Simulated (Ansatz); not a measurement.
**Convergence notes, G0W0 on ZnSe (h-MgO type)**

ZnSe, h-MgO type (no longer in that coordination), relaxed with r2SCAN; one-shot G0W0 in Ansatz without spin-orbit coupling. No spin polarisation. The prototype was imposed, so other structures may be more stable.

```
Zn Se
1.0
     4.15139    0.00000    0.00000
    -2.07569    3.59521    0.00000
     0.00000    0.00000    6.17474
Zn Se
2 2
Direct
  0.33333 0.66667 0.25000
  0.66667 0.33333 0.75000
  0.66667 0.33333 0.25000
  0.33333 0.66667 0.75000
```

Gaps are read over the mesh points alone. G0W0 values are finite-basis, finite-mesh values.

| start | potentials | frequency model | mesh | empty bands | screening cutoff (eV) | Kohn-Sham gap (eV) | G0W0 gap (eV) | rough cost |
| --- | --- | --- | --- | --- | --- | --- | --- | --- |
| PBE | PAW | contour deformation | 6×6×2 | 149 | 80 | 0.34 | 1.22 | 2.6 core-minutes |
| PBE | PAW | contour deformation | 6×6×2 | 346 | 140 | 0.34 | 1.22 | 12 core-minutes |
| PBE | PAW | contour deformation | 6×6×2 | 636 | 210 | 0.34 | 1.20 | 50 core-minutes |
| HSE06 | PAW | contour deformation | 6×6×2 | 346 | 140 | 1.39 | 1.89 | 24 core-minutes |
| LDA | PAW | contour deformation | 6×6×2 | 346 | 140 | 0.12 | 1.00 | 14 core-minutes |
| r2SCAN | PAW | contour deformation | 6×6×2 | 346 | 140 | 0.84 | 1.59 | 13 core-minutes |
| PBE | PAW | Godby-Needs pole | 6×6×2 | 346 | 140 | 0.34 | 1.29 | 11 core-minutes |
| PBE | PAW | contour deformation | 6×6×4 | 149 | 80 | 0.34 | 1.28 | 6 core-minutes |

The quasiparticle gap on this mesh is 1.20 eV (direct at Γ), against 0.34 eV from PBE: +0.86 eV. Renormalisation factors Z lie between 0.71 and 0.77.

Raising bands and cutoff together moves the gap by 0.00 eV (80 to 140 eV), then -0.02 eV (140 to 210 eV); the last step is small, which bounds nothing strictly. Starting from HSE06 (1.39 eV against PBE's 0.34 eV) gives 1.89 eV, +0.67 eV from G0W0@PBE at the same screening cutoff. Starting from LDA (0.12 eV against PBE's 0.34 eV) gives 1.00 eV, -0.22 eV from G0W0@PBE at the same screening cutoff. Starting from r2SCAN (0.84 eV against PBE's 0.34 eV) gives 1.59 eV, +0.37 eV from G0W0@PBE at the same screening cutoff. The Godby-Needs plasmon pole differs from contour deformation by +0.07 eV. A 6×6×4 mesh in place of 6×6×2 changes the opening over PBE by +0.05 eV (the gap on the mesh by +0.06 eV). r2SCAN runs take a wave cutoff of 500 eV.

Gaps or overlaps of about a tenth of an eV are at the limit of these meshes: between the points read a gap can be smaller or closed.

With a shallow d shell on the cation, G0W0 converges slowly in bands and cutoff, so these values are in doubt.
